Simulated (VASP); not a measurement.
**HfS$_{2}$ (1T (CdI2) bulk): gaps by functional in VASP**

```cif
data_structure
_symmetry_space_group_name_H-M 'P 1'
_symmetry_Int_Tables_number 1
_cell_length_a 3.6303
_cell_length_b 3.6303
_cell_length_c 5.8784
_cell_angle_alpha 90.000
_cell_angle_beta 90.000
_cell_angle_gamma 120.000
_cell_volume 67.09
loop_
_atom_site_label
_atom_site_type_symbol
_atom_site_fract_x
_atom_site_fract_y
_atom_site_fract_z
_atom_site_occupancy
Hf1 Hf 0.00000 0.00000 0.00000 1
S1 S 0.33333 0.66667 0.24463 1
S2 S 0.66667 0.33333 0.75537 1
```

All runs share this cell. Band v is the last that the valence electrons fill when counted band by band, and c is the next. A negative gap between them is a band overlap, as in a metal.

```json
{"level": "PBE", "gap (eV)": "1.05", "least direct gap (eV)": "1.91", "pressure (GPa)": "1.5"}
{"level": "LDA", "gap (eV)": "0.89", "least direct gap (eV)": "1.74", "pressure (GPa)": "-4.3"}
{"level": "PBEsol", "gap (eV)": "0.96", "least direct gap (eV)": "1.82", "pressure (GPa)": "-1.9"}
```
